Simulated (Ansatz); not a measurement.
# TiTe2: how the settings move a single-point run

Question: which choices in the input matter for TiTe2? The cell is built on a prototype (fluorite) and needn't be the phase found in nature.

Method: reference: DFT, PBE, plane waves, PAW, in Ansatz 0.2.0.

11 further runs of the same task are left out: 2 for a known fault of the program, 9 that didn't finish.

**1. The starting structure**

Symmetry: Fm-3m, No. 225, cubic system. The conventional cell has a = 6.880 Å, b = 6.880 Å, c = 6.880 Å, α = 90.00°, β = 90.00°, γ = 90.00°. Around Ti (site symmetry m-3m) lie 8 Te at 2.98 Å. Around Te (site symmetry -43m) lie 4 Ti at 2.98 Å.

Coordinates:

```
Ti Te
1.0
     0.00000    3.44012    3.44012
     3.44012    0.00000    3.44012
     3.44012    3.44012    0.00000
Ti Te
1 2
Direct
  0.00000 0.00000 0.00000
  0.25000 0.25000 0.25000
  0.75000 0.75000 0.75000
```

**2. Reference**

input.yaml

```yaml
crystal:
  lattice:
    - [0.0, 3.4401227399, 3.4401227399]
    - [3.4401227399, 0.0, 3.4401227399]
    - [3.4401227399, 3.4401227399, 0.0]
  atoms:
    - { symbol: Ti, position: [0.0, 0.0, 0.0] }
    - { symbol: Te, position: [0.25, 0.25, 0.25] }
    - { symbol: Te, position: [0.75, 0.75, 0.75] }
kpoints:
  mp_grid: { grid: [4, 4, 4] }
hamiltonian:
  xc: pbe
scf:
  occupations: { method: fermi_dirac, width: 0.02 }
  n_extra_bands: 4
output:
  forces: true
  stress: true
  eigenvalues: true
```

The run is started by

```
$ ansatz run input.yaml --threads 4 --pin off --max-ram 3686MiB --backend cpu --events-out ev --progress --plain --runs-dir out
```

**3. Changing settings: exchange pbe, correlation pbe, coeff 0.05, omega 0.5**

Edit input.yaml of step 2 so:

```diff
@@ -12,3 +12,3 @@
 hamiltonian:
-  xc: pbe
+  xc: { exchange: pbe, correlation: pbe, exx: { coeff: 0.05, omega: 0.5 } }
 scf:
```

**4. Changed: exchange pbe, correlation pbe, coeff 0.3, omega 0.2078**

Edit input.yaml of step 2 so:

```diff
@@ -12,3 +12,6 @@
 hamiltonian:
-  xc: pbe
+  xc:
+    exchange: pbe
+    correlation: pbe
+    exx: { coeff: 0.3, omega: 0.2078 }
 scf:
```

**Question.** What will these runs give? Wanted: for each run, ending; energy change; pressure; gap; force.

The runs gave:

```tsv
run	ending	energy change	pressure (GPa)	gap (eV)	force (eV/Å)	cycles	time
reference	converged	-	0.9	0.00	0.00	6	1.5 s
1: exchange pbe, correlation pbe, coeff 0.05, omega 0.5	converged	not comparable	0.6	0.00	0.00	20	36 s
2: exchange pbe, correlation pbe, coeff 0.3, omega 0.2078	converged	not comparable	-1.3	0.00	0.00	34	44 s
```

Residual by cycle in the longest SCF loop of each run; runs are numbered as in the table. The quantity is the density residual dr2, in eV.

```tsv
cycle	reference	run 1	run 2
1	0.049	0.0483	3.6e-4
2	0.0428	0.715	5.0e-6
3	9.1e-4	0.0198	6.2e-6
4	4.7e-5	0.0012	4.7e-7
5	2.3e-6	7.5e-5	7.8e-7
6	6.5e-8	1.9e-6	7.1e-8
7	-	1.0e-8	1.7e-7
8	-	1.8e-9	1.1e-6
9	-	3.3e-10	1.6e-8
10	-	-	4.6e-11
```

What this shows: The reference has no spin polarisation; with Ti present, a magnetic state may lie lower.
